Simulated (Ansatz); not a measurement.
# Ir: pressure up to the limit of the methods

How does Ir (diamond type) answer strong compression? The runs shown use PAW. Its runs: cell relaxed at zero pressure (PAW); volume scaled by 1 (PAW and PAW (partial_waves polarizable)); volume scaled by 0.88 (PAW); volume scaled by 0.78 (PAW); volume scaled by 0.68 (PAW); volume scaled by 0.58 (PAW); volume scaled by 0.5 (PAW); volume scaled by 0.43 (PAW and PAW (cutoff 600 eV)).

Method: DFT, PBE, PAW with Ansatz's default frozen-core files, scalar-relativistic, in Ansatz 0.2.0.

## 1. The starting structure

Symmetry: Fd-3m, No. 227, cubic system. Conventional cell: a = 5.254 Å, b = 5.254 Å, c = 5.254 Å, α = 90.00°, β = 90.00°, γ = 90.00°. Around Ir (site symmetry -43m) lie 4 Ir at 2.28 Å.

As a file:

```xyz
2
Lattice="0.0000 2.6272 2.6272 2.6272 0.0000 2.6272 2.6272 2.6272 0.0000" Properties=species:S:1:pos:R:3 pbc="T T T"
Ir   -0.6568   -0.6568   -0.6568
Ir    0.6568    0.6568    0.6568
```

Whether this phase is the stable one at these pressures isn't tested.

Atoms are numbered in the order of the input: Ir1, Ir2.

## 2. Cell relaxed at zero pressure, PAW

Input file input.yaml:

```yaml
crystal:
  lattice:
    - [0.0, 2.6272165707, 2.6272165707]
    - [2.6272165707, 0.0, 2.6272165707]
    - [2.6272165707, 2.6272165707, 0.0]
  atoms:
    - { symbol: Ir, position: [-0.125, -0.125, -0.125] }
    - { symbol: Ir, position: [0.125, 0.125, 0.125] }
kpoints:
  mp_grid: { grid: [14, 14, 14] }
scf:
  occupations: { method: fermi_dirac, width: 0.05 }
hamiltonian:
  xc: pbe
  pseudopotentials: { kind: paw }
output:
  forces: true
  stress: true
relax:
  f_tol: 0.005
  max_steps: 40
  cell: {}
```

On the command line:

```console
$ ansatz run input.yaml --threads 1 --pin off --max-ram 2048MiB --backend cpu --events-out ev --progress --plain --runs-dir out
```

Log (excerpt; [...] marks lines left out):

```text
[...]
Pseudopotentials: kind: paw
Pseudopotential: Ir, paw, valence charge 17, recommended cutoff 420 eV (normal)
Functional definition: PBE
[...]
Crystal: 2 atoms, lattice volume = 36.267 Å³
Basis set: ecut = 420 eV, 725 PW (Γ), exchange–correlation on 50×50×50 points (8 copies of the dense FFT grid, shifted against one another)
Bands: 21, of which v1, the nominal top of the filled ones, is band 17 counted from 1 (16 counted from 0)
Symmetry: 48 space group operations
Space group: Fd-3m (ITA 227), of the structure as read, at distance tolerance 3.3e-5 Å
k-points: 104 of 2744
[...]
relax step   3: F+E_penalty+E_count = -23868.59980939 eV  Δ(F+E_penalty+E_count) = -2.151e-2 eV  max|allowed force component| = 7.691e-17 eV/Å  Δτ_max = 0.0000 Å  P = +1.572 GPa  Ω = 42.759 Å³  energy of the carried Pulay correction = -2.565e-3 eV  (6 SCF iters, dr2 threshold 2.00e-7 eV, accepted)
[...]
relax step   4: F+E_penalty+E_count = -23868.60138235 eV  Δ(F+E_penalty+E_count) = -1.573e-3 eV  max|allowed force component| = 3.643e-17 eV/Å  Δτ_max = 0.0000 Å  P = -0.053 GPa  Ω = 43.122 Å³  energy of the carried Pulay correction = -2.695e-3 eV  (6 SCF iters, dr2 threshold 2.00e-7 eV, accepted)
[...]
SCF iter   5: F=-23868.601389 eV  HF=-23868.601389 eV  |F-HF|=3.64e-12  |Δ(HF+E_count)|=  3.64e-11  Δρ=9.49e-8  dr2=3.51e-12  ethr=1.00e-12  ⟨swp⟩=1.1  Hψ=2196  notcnv=0
```

## 3. More of the same log: cell relaxed at zero pressure

The log, continued:

```text
SCF iter   6: F=-23868.601389 eV  HF=-23868.601389 eV  |F-HF|=3.64e-12  |Δ(HF+E_count)|=  3.64e-12  Δρ=1.38e-8  dr2=4.42e-14  ethr=1.00e-12  ⟨swp⟩=1.0  Hψ=4789  notcnv=0
SCF 5 converged in 6 iterations: F = -23868.601389 eV  dr2 = 4.42e-14
relax step   5: F+E_penalty+E_count = -23868.60138868 eV  Δ(F+E_penalty+E_count) = -6.334e-6 eV  max|allowed force component| = 3.990e-17 eV/Å  Δτ_max = 0.0000 Å  P = -0.001 GPa  Ω = 43.110 Å³  energy of the carried Pulay correction = -2.691e-3 eV  (6 SCF iters, dr2 threshold 7.10e-9 eV, accepted)
Basis set: ecut = 420 eV, 869 PW (Γ), exchange–correlation on 54×54×54 points (8 copies of the dense FFT grid, shifted against one another)
Initial wavefunctions: pseudopotential atomic-orbital guess (no wavefunctions were taken with the density)
iter 1 solved again at ethr=3.01e-7 eV; its pass at ethr=3.10e-3 eV (dr2=1.02e-4 eV) is discarded
SCF iter   1: F=—  HF=-23868.602636 eV  |F-HF|=—  |Δ(HF+E_count)|=         —  Δρ=8.54e-4  dr2=1.05e-5  ethr=3.01e-7  ⟨swp⟩=3.0  Hψ=14542  notcnv=0
SCF iter   2: F=—  HF=-23868.604016 eV  |F-HF|=—  |Δ(HF+E_count)|=   1.38e-3  Δρ=4.36e-4  dr2=2.62e-6  ethr=3.09e-8  ⟨swp⟩=2.0  Hψ=2784  notcnv=0
SCF iter   3: F=—  HF=-23868.604498 eV  |F-HF|=—  |Δ(HF+E_count)|=   4.82e-4  Δρ=1.57e-5  dr2=1.42e-8  ethr=7.70e-9  ⟨swp⟩=1.9  Hψ=2649  notcnv=0
SCF iter   4: F=—  HF=-23868.604498 eV  |F-HF|=—  |Δ(HF+E_count)|=   3.67e-7  Δρ=2.35e-6  dr2=2.52e-9  ethr=4.19e-11  ⟨swp⟩=2.1  Hψ=3582  notcnv=0
SCF iter   5: F=—  HF=-23868.604498 eV  |F-HF|=—  |Δ(HF+E_count)|=   4.69e-9  Δρ=6.93e-7  dr2=4.41e-10  ethr=7.40e-12  ⟨swp⟩=1.9  Hψ=2913  notcnv=0
SCF iter   6: F=-23868.604498 eV  HF=-23868.604498 eV  |F-HF|=1.82e-11  |Δ(HF+E_count)|=  4.73e-11  Δρ=2.22e-7  dr2=1.28e-11  ethr=1.00e-12  ⟨swp⟩=4.1  Hψ=10192  notcnv=0
SCF 6 converged in 6 iterations: F = -23868.604498 eV  dr2 = 1.28e-11
relax step   6: F+E_penalty+E_count = -23868.60449811 eV  Δ(F+E_penalty+E_count) = -3.109e-3 eV  max|allowed force component| = 3.007e-17 eV/Å  Δτ_max = 0.0000 Å  P = +0.134 GPa  Ω = 43.110 Å³  stress off target by 1.34e-1 GPa  SCF on the basis re-selected at this cell (its energy is not comparable with the rows above)  (6 SCF iters)
basis re-selected at this cell: Δ(F+E_penalty+E_count) = -3.109e-3 eV, ΔP = +0.135 GPa vs the last step (what re-selecting the basis moved, of the pressure what is left beyond the Pulay correction that the steps carried, after the strain that the cell walked since its last selection, with what the two solves' SCF thresholds leave and, on support functions, any second-order correction that the steps lacked; it is no measure of the basis error at this ecutwfc). The dense FFT grid was sized anew with the basis: this SCF ran on 27×27×27 points, the steps before it on 25×25×25, so part of this shift can come from that change (see relax.cell in the input reference). This SCF's stress stands 1.34e-1 GPa from its target on what of the cell is left free (relax.cell.stress_tol is 5.00e-2 GPa) and its largest allowed force component is 3.01e-17 eV/Å (relax.f_tol is 5.00e-3 eV/Å): not within both, so this SCF does not close the relaxation
Crystal: 2 atoms, lattice volume = 43.140 Å³
iter 1 solved again at ethr=7.94e-10 eV; its pass at ethr=3.10e-3 eV (dr2=2.70e-7 eV) is discarded
SCF iter   1: F=—  HF=-23868.604502 eV  |F-HF|=—  |Δ(HF+E_count)|=         —  Δρ=3.51e-5  dr2=2.51e-7  ethr=7.94e-10  ⟨swp⟩=3.2  Hψ=12490  notcnv=0
preconditioner: auto → Kerker (q_TF=auto, 2.622 Å⁻¹)  [metal: Δε(μ)=0.022 eV  Ē_g=6.424 eV  σ=0.050 eV  W_gap=0.11  n_scr=14 (ndim 8)  ℏωp=24.0 eV  f_vac=0.009  D(μ)=2.33/eV (n_scr^D=14)]
SCF iter   2: F=—  HF=-23868.604501 eV  |F-HF|=—  |Δ(HF+E_count)|=   1.23e-6  Δρ=2.11e-5  dr2=1.09e-7  ethr=7.39e-10  ⟨swp⟩=1.0  Hψ=2184  notcnv=0
iter 3 did not close the SCF: its close was put off for the readings that it lacked (scf_convergence_deferred on its scf_iter line)
SCF iter   3: F=-23868.604501 eV  HF=-23868.604501 eV  |F-HF|=1.24e-9  |Δ(HF+E_count)|=   1.03e-9  Δρ=2.91e-6  dr2=7.20e-9  ethr=3.20e-10  ⟨swp⟩=1.0  Hψ=2184  notcnv=0
iter 4 did not close the SCF: its close was put off for the readings that it lacked (scf_convergence_deferred on its scf_iter line)
SCF iter   4: F=-23868.604501 eV  HF=-23868.604501 eV  |F-HF|=1.96e-10  |Δ(HF+E_count)|=  3.86e-10  Δρ=1.09e-6  dr2=7.43e-10  ethr=2.12e-11  ⟨swp⟩=2.3  Hψ=3004  notcnv=0
iter 5 did not close the SCF: its close was put off for the readings that it lacked (scf_convergence_deferred on its scf_iter line)
SCF iter   5: F=-23868.604501 eV  HF=-23868.604501 eV  |F-HF|=2.55e-11  |Δ(HF+E_count)|=  3.24e-10  Δρ=2.46e-7  dr2=2.48e-11  ethr=2.19e-12  ⟨swp⟩=2.0  Hψ=3057  notcnv=0
SCF iter   6: F=-23868.604501 eV  HF=-23868.604501 eV  |F-HF|=7.28e-12  |Δ(HF+E_count)|=  3.64e-11  Δρ=4.03e-8  dr2=3.82e-13  ethr=1.00e-12  ⟨swp⟩=1.0  Hψ=4790  notcnv=0
SCF 7 converged in 6 iterations: F = -23868.604501 eV  dr2 = 3.82e-13
relax step   7: F+E_penalty+E_count = -23868.60450090 eV  Δ(F+E_penalty+E_count) = -2.787e-6 eV  max|allowed force component| = 4.395e-17 eV/Å  Δτ_max = 0.0000 Å  P = +0.003 GPa  Ω = 43.140 Å³  energy of the carried Pulay correction = -1.040e-5 eV  (6 SCF iters, dr2 threshold 4.51e-8 eV, accepted)
iter 1 solved again at ethr=2.49e-7 eV; its pass at ethr=3.10e-3 eV (dr2=8.47e-5 eV) is discarded
SCF iter   1: F=—  HF=-23868.604504 eV  |F-HF|=—  |Δ(HF+E_count)|=         —  Δρ=9.29e-7  dr2=5.40e-10  ethr=2.49e-7  ⟨swp⟩=3.0  Hψ=14588  notcnv=0
eigensolver tolerance schedule: the retry pair's looser diagonalisation over-reported the residual by 156857.56 of it (diagonalisation noise at an unbounded share of the residual, at the tolerance the schedule requests for it); recorded, not acted on — ethr = c·dr2/N_el stays at c = 1.0e-1
SCF iter   2: F=—  HF=-23868.604503 eV  |F-HF|=—  |Δ(HF+E_count)|=   7.15e-7  Δρ=5.19e-7  dr2=9.67e-11  ethr=1.59e-12  ⟨swp⟩=3.2  Hψ=5543  notcnv=0
SCF iter   3: F=—  HF=-23868.604503 eV  |F-HF|=—  |Δ(HF+E_count)|=  7.28e-12  Δρ=3.51e-7  dr2=4.36e-11  ethr=1.00e-12  ⟨swp⟩=1.0  Hψ=2184  notcnv=0
iter 4 did not close the SCF: its close was put off for the readings that it lacked (scf_convergence_deferred on its scf_iter line)
SCF iter   4: F=-23868.604503 eV  HF=-23868.604503 eV  |F-HF|=0.00e0  |Δ(HF+E_count)|=  1.09e-11  Δρ=4.93e-8  dr2=1.28e-12  ethr=1.00e-12  ⟨swp⟩=1.0  Hψ=2184  notcnv=0
iter 5 did not close the SCF: its close was put off for the readings that it lacked (scf_convergence_deferred on its scf_iter line)
SCF iter   5: F=-23868.604503 eV  HF=-23868.604503 eV  |F-HF|=3.64e-12  |Δ(HF+E_count)|=  3.64e-12  Δρ=3.07e-8  dr2=7.70e-13  ethr=1.00e-12  ⟨swp⟩=1.0  Hψ=2184  notcnv=0
iter 6 did not close the SCF: its close was put off for the readings that it lacked (scf_convergence_deferred on its scf_iter line)
SCF iter   6: F=-23868.604503 eV  HF=-23868.604503 eV  |F-HF|=0.00e0  |Δ(HF+E_count)|=  3.64e-12  Δρ=2.58e-8  dr2=4.63e-13  ethr=1.00e-12  ⟨swp⟩=1.0  Hψ=2184  notcnv=0
iter 7 did not close the SCF: its close was put off for the readings that it lacked (scf_convergence_deferred on its scf_iter line)
SCF iter   7: F=-23868.604503 eV  HF=-23868.604503 eV  |F-HF|=0.00e0  |Δ(HF+E_count)|=    0.00e0  Δρ=1.50e-8  dr2=1.58e-13  ethr=1.00e-12  ⟨swp⟩=1.0  Hψ=2184  notcnv=0
SCF iter   8: F=-23868.604503 eV  HF=-23868.604503 eV  |F-HF|=7.28e-12  |Δ(HF+E_count)|=  7.28e-12  Δρ=1.09e-9  dr2=7.10e-16  ethr=1.00e-12  ⟨swp⟩=3.0  Hψ=7355  notcnv=0
SCF 8 converged in 8 iterations: F = -23868.604503 eV  dr2 = 7.10e-16
relax step   8: F+E_penalty+E_count = -23868.60450348 eV  Δ(F+E_penalty+E_count) = -2.585e-6 eV  max|allowed force component| = 3.990e-17 eV/Å  Δτ_max = 0.0000 Å  P = +0.004 GPa  Ω = 43.140 Å³  stress off target by 3.50e-3 GPa  SCF on the basis re-selected at this cell (its energy is not comparable with the rows above)  (8 SCF iters)
basis re-selected at this cell: Δ(F+E_penalty+E_count) = -2.585e-6 eV, ΔP = +0.000 GPa vs the last step (what re-selecting the basis moved, of the pressure what is left beyond the Pulay correction that the steps carried, after the strain that the cell walked since its last selection, with what the two solves' SCF thresholds leave and, on support functions, any second-order correction that the steps lacked; it is no measure of the basis error at this ecutwfc). This SCF's stress stands 3.50e-3 GPa from its target on what of the cell is left free (relax.cell.stress_tol is 5.00e-2 GPa) and its largest allowed force component is 3.99e-17 eV/Å (relax.f_tol is 5.00e-3 eV/Å): within both
SCF converged after 8 iterations
Free energy (F): -23868.604503 eV
Harris-Foulkes:  -23868.604503 eV  (|F-HF|=7.28e-12)
Internal energy: -23868.585626 eV  (E = F + TS)
E sigma→0 (E₀):  -23868.595065 eV
Entropy (-TS):   -0.018877 eV (-9.439 meV/atom)
Fermi energy:    15.306649 eV
--- Per-component energies (eV) ---
  E_band       = -516.037162
  E_kinetic    = 1238.275591
  E_local      = -3655.868880  (includes V_loc(G=0)·N_el)
  E_nonlocal   = 148.563035
  E_hartree    = 1406.058059
  E_xc         = -531.657700
  E_vxc        = -594.307766  (∫ρ·V_xc dr)
  E_paw        = -18447.413878  (= ΣΔE_a)
  E_vpaw       = -464.815375  (= ΣTr[D̂ρ^β])
  E_aug_tail   = 0.000119  (compensation charges beyond the density's cutoff)
  E_ewald      = -4026.541972
  E_smearing   = -0.018877  (= −TS)
  E_closure    = 0.000000  (closes the sum)
  Σ components = -23868.604503   (vs F -23868.604503, Δ=0.00e0)
--- Forces (eV/Å), atoms counted from 1 ---
  atom   1  Ir     0.00000000    -0.00000000    -0.00000000
  atom   2  Ir    -0.00000000     0.00000000     0.00000000
  max |Σ_I F_I| component: 5.78e-18 eV/Å
--- Stress (GPa, compression-positive) ---
        0.003503      -0.000000      -0.000000
        0.000000       0.003503       0.000000
       -0.000000      -0.000000       0.003503
  P = ⅓ Tr σ = 0.0035 GPa (0.035 kbar)
--- Relaxed structure (6 steps of the walk, 6 accepted, 2 SCFs on fresh bases) ---
  F+E_penalty+E_count = -23868.60450348 eV   max|allowed force component| = 3.990e-17 eV/Å   (the final SCF, on the basis selected at the relaxed cell)
  cell:  # Å, volume = 43.1404 Å³
    - [1.4052080691540392e-34, 2.783672315510323, 2.783672315510323]
    - [2.783672315510323, -5.792004928725086e-34, 2.783672315510323]
    - [2.783672315510323, 2.783672315510323, -1.0827665569903126e-34]
  atoms:
    - { symbol: Ir, position: [-0.125, -0.125, -0.125] }
    - { symbol: Ir, position: [0.125, 0.125, 0.125] }
```

Run time: 18 s. Hardware: 1 thread of Intel Xeon Platinum 8488C (Sapphire Rapids), shared host; peak memory 0.46 GiB.

Relaxation path:

| step | energy from step 1 (eV/cell) | largest force component (eV/Å) | pressure (GPa) | volume (Å³) |
| --- | --- | --- | --- | --- |
| 1 | 0.0000 | 0.0000 | 49.27 | 36.27 |
| 2 | -0.8657 | 0.0000 | 6.09 | 41.83 |
| 3 | -0.8872 | 0.0000 | 1.57 | 42.76 |
| 4 | -0.8888 | 0.0000 | -0.05 | 43.12 |
| 5 | -0.8888 | 0.0000 | 0.00 | 43.11 |
| 6 | -0.8919 | 0.0000 | 0.13 | 43.11 |
| 7 | -0.8919 | 0.0000 | 0.00 | 43.14 |
| 8 | -0.8919 | 0.0000 | 0.00 | 43.14 |

Step 1 is the start. Steps 6, 8 repeat the geometry before on a plane-wave basis chosen anew for that cell, so the energy can jump there without any move; the table keeps such jumps.

| input's cell | before | after | change |
| --- | --- | --- | --- |
| a (Å) | 3.715 | 3.937 | +6.0 % |
| b (Å) | 3.715 | 3.937 | +6.0 % |
| c (Å) | 3.715 | 3.937 | +6.0 % |
| volume (Å³/atom) | 18.13 | 21.57 | +19.0 % |

## 4. Volume scaled by 1, PAW

Input file input.yaml:

```yaml
crystal:
  lattice:
    - [0.0, 2.7836723155, 2.7836723155]
    - [2.7836723155, 0.0, 2.7836723155]
    - [2.7836723155, 2.7836723155, 0.0]
  atoms:
    - { symbol: Ir, position: [-0.125, -0.125, -0.125] }
    - { symbol: Ir, position: [0.125, 0.125, 0.125] }
kpoints:
  mp_grid: { grid: [14, 14, 14] }
  band_path:
    path:
      - [0.0, 0.0, 0.0]
      - [0.5, 0.0, 0.5]
      - [0.625, 0.25, 0.625]
      - [0.375, 0.375, 0.75]
      - [0.0, 0.0, 0.0]
      - [0.5, 0.5, 0.5]
      - [0.5, 0.25, 0.75]
      - [0.5, 0.0, 0.5]
    npoints: 8
scf:
  occupations: { method: fermi_dirac, width: 0.05 }
hamiltonian:
  xc: pbe
  pseudopotentials: { kind: paw }
output:
  forces: true
  stress: true
  eigenvalues: true
  populations: true
  dos: { projected: true, de: 0.2, e_range: [-14, 8] }
```

On the command line:

```console
$ ansatz run input.yaml --threads 1 --pin off --max-ram 2048MiB --backend cpu --events-out ev --progress --plain --runs-dir out
```

Log (excerpt; [...] marks lines left out):

```text
[...]
[... 3 set-up lines as earlier in the session ...]
[...]
Crystal: 2 atoms, lattice volume = 43.140 Å³
Basis set: ecut = 420 eV, 869 PW (Γ), exchange–correlation on 54×54×54 points (8 copies of the dense FFT grid, shifted against one another)
Bands: 21, of which v1, the nominal top of the filled ones, is band 17 counted from 1 (16 counted from 0)
[...]
--- Stress (GPa, compression-positive) ---
        0.003496      -0.000000      -0.000000
       -0.000000       0.003496       0.000000
        0.000000       0.000000       0.003496
  P = ⅓ Tr σ = 0.0035 GPa (0.035 kbar)
--- Band table (eV; the first three rows and the last of 104) ---
[... band rows left out ...]
[...]
--- Löwdin populations: 2 sites ---
  site symbol       q [e]
     0     Ir     16.8304
     1     Ir     16.8304
  spilling = 0.009974 (of n_electrons = 34.000000)
```

Wall time 4 s (1 thread of Intel Xeon Platinum 8488C (Sapphire Rapids), shared host); peak memory 0.42 GiB.

This run gives: pressure 0.00 GPa; no gap.

At the corners of the path (eV, zero at the Fermi level):

| point | band 13 | band 14 | band 15 | band 16 | band 17 | band 18 | band 19 |
| --- | --- | --- | --- | --- | --- | --- | --- |
| Γ | -4.65 | -4.65 | -1.73 | -1.73 | -1.73 | 0.78 | 0.78 |
| X | -3.66 | -3.66 | -2.47 | -2.47 | 0.58 | 0.58 | 1.96 |
| U | -3.93 | -2.85 | -2.75 | -2.51 | 0.78 | 1.02 | 1.02 |
| K | -3.93 | -2.85 | -2.75 | -2.51 | 0.78 | 1.02 | 1.02 |
| Γ | -4.65 | -4.65 | -1.73 | -1.73 | -1.73 | 0.78 | 0.78 |
| L | -4.67 | -4.67 | -1.93 | -1.01 | -1.01 | 0.25 | 0.25 |
| W | -3.18 | -3.18 | -2.90 | -2.90 | 1.06 | 1.06 | 1.57 |
| X | -3.66 | -3.66 | -2.47 | -2.47 | 0.58 | 0.58 | 1.96 |

States per cell, counted by energy window (eV from the Fermi level, on a grid of 0.20 eV):

| from | to | total | Ir 5d | Ir 6s |
| --- | --- | --- | --- | --- |
| -9 | -8 | 0.00 | 0.00 | 0.00 |
| -8 | -7 | 0.13 | 0.00 | 0.12 |
| -7 | -6 | 0.40 | 0.04 | 0.35 |
| -6 | -5 | 4.06 | 3.42 | 0.62 |
| -5 | -4 | 4.86 | 4.46 | 0.36 |
| -4 | -3 | 2.82 | 2.52 | 0.24 |
| -3 | -2 | 1.91 | 1.69 | 0.13 |
| -2 | -1 | 2.07 | 1.87 | 0.10 |
| -1 | 0 | 1.51 | 1.21 | 0.20 |
| 0 | 1 | 2.80 | 2.50 | 0.17 |
| 1 | 2 | 2.00 | 1.56 | 0.37 |
| 2 | 3 | 0.58 | 0.22 | 0.26 |
| 3 | 4 | 0.74 | 0.13 | 0.20 |
| 4 | 5 | 0.57 | 0.07 | 0.15 |

## 5. Volume scaled by 1, PAW (partial_waves polarizable)

Input file input.yaml:

```yaml
crystal:
  lattice:
    - [0.0, 2.7836723155, 2.7836723155]
    - [2.7836723155, 0.0, 2.7836723155]
    - [2.7836723155, 2.7836723155, 0.0]
  atoms:
    - { symbol: Ir, position: [-0.125, -0.125, -0.125] }
    - { symbol: Ir, position: [0.125, 0.125, 0.125] }
kpoints:
  mp_grid: { grid: [14, 14, 14] }
scf:
  occupations: { method: fermi_dirac, width: 0.05 }
hamiltonian:
  xc: pbe
  pseudopotentials: { kind: paw, partial_waves: polarizable }
output:
  forces: true
  stress: true
  eigenvalues: true
  write_density: true
  write_potential: true
  elf: true
  volumetric_format: npy
```

On the command line:

```console
$ ansatz run input.yaml --threads 1 --pin off --max-ram 2048MiB --backend cpu --events-out ev --progress --plain --runs-dir out
```

Log (excerpt; [...] marks lines left out):

```text
[...]
[... 3 set-up lines as earlier in the session ...]
[...]
Crystal: 2 atoms, lattice volume = 43.140 Å³
Basis set: ecut = 420 eV, 869 PW (Γ), exchange–correlation on 54×54×54 points (8 copies of the dense FFT grid, shifted against one another)
Bands: 21, of which v1, the nominal top of the filled ones, is band 17 counted from 1 (16 counted from 0)
[...]
Fermi energy:    15.306681 eV
[...]
--- Forces (eV/Å), atoms counted from 1 ---
  atom   1  Ir    -0.00000000    -0.00000000    -0.00000000
  atom   2  Ir     0.00000000     0.00000000     0.00000000
[...]
--- Stress (GPa, compression-positive) ---
        0.003017      -0.000000      -0.000000
        0.000000       0.003017       0.000000
       -0.000000       0.000000       0.003017
  P = ⅓ Tr σ = 0.0030 GPa (0.030 kbar)
--- Band table (eV; the first three rows and the last of 104) ---
[... band rows left out ...]
[...]
```

Wall time 3.6 s (1 thread of Intel Xeon Platinum 8488C (Sapphire Rapids), shared host); peak memory 0.45 GiB.

In short: pressure 0.00 GPa; no gap.

The fields are shown in the conventional cell of this run's space group, carried over from its grid by interpolation.

Density in a lattice plane of the grid's cell (edges 5.57 and 5.57 Å, at 0.125 of the third edge), which holds Ir.

Ten even steps from ' ' (0.04 e/Å³) to '@' (8.93 e/Å³):
```
      ..                                        
                                                
                                                
                              ..                
                          ..::--::..            
                        ::==##%%##==::          
                      ..--##@@@@@@##--..        
                      ..--##@@@@@@##--..        
                        ::==##%%##==::          
                          ..::--::..            
                              ..                
                                                
                                                
      ..                                        
  ..::--::..                                    
::==##%%##==::                                  
--##@@@@@@##--..                              ..
--##@@@@@@##--..                              ..
::==##%%##==::                                  
  ..::--::..                                    
```
Columns run along the first of these edges and rows up along the second, over one cell in 24 and 20 even steps from the bottom left corner. Atoms in the plane (fractional): Ir at (0.12, 0.12), Ir at (0.62, 0.62).

ELF in the same plane.

Values, 12 rows by 12 columns:
```
0.34 0.31 0.31 0.34 0.33 0.28 0.26 0.26 0.26 0.26 0.28 0.34
0.26 0.26 0.26 0.26 0.28 0.33 0.34 0.31 0.31 0.34 0.34 0.28
0.15 0.11 0.11 0.15 0.26 0.34 0.32 0.56 0.56 0.32 0.34 0.26
0.11 0.06 0.06 0.11 0.26 0.31 0.56 0.61 0.61 0.56 0.31 0.26
0.11 0.06 0.06 0.11 0.26 0.31 0.56 0.61 0.61 0.56 0.31 0.26
0.15 0.11 0.11 0.15 0.26 0.34 0.32 0.56 0.56 0.32 0.34 0.26
0.26 0.26 0.26 0.26 0.28 0.34 0.34 0.31 0.31 0.34 0.33 0.28
0.34 0.31 0.31 0.34 0.34 0.28 0.26 0.26 0.26 0.26 0.28 0.33
0.32 0.56 0.56 0.32 0.34 0.26 0.15 0.11 0.11 0.15 0.26 0.34
0.56 0.61 0.61 0.56 0.31 0.26 0.11 0.06 0.06 0.11 0.26 0.31
0.56 0.61 0.61 0.56 0.31 0.26 0.11 0.06 0.06 0.11 0.26 0.31
0.32 0.56 0.56 0.32 0.34 0.26 0.15 0.11 0.11 0.15 0.26 0.34
```
Columns run along the first of these edges and rows up along the second, over one cell in 12 and 12 even steps from the bottom left corner. Atoms in the plane (fractional): Ir at (0.12, 0.12), Ir at (0.62, 0.62).

Both are smooth fields of the valence electrons: close to the nuclei they are not physical.

[end of part 1 of 2]
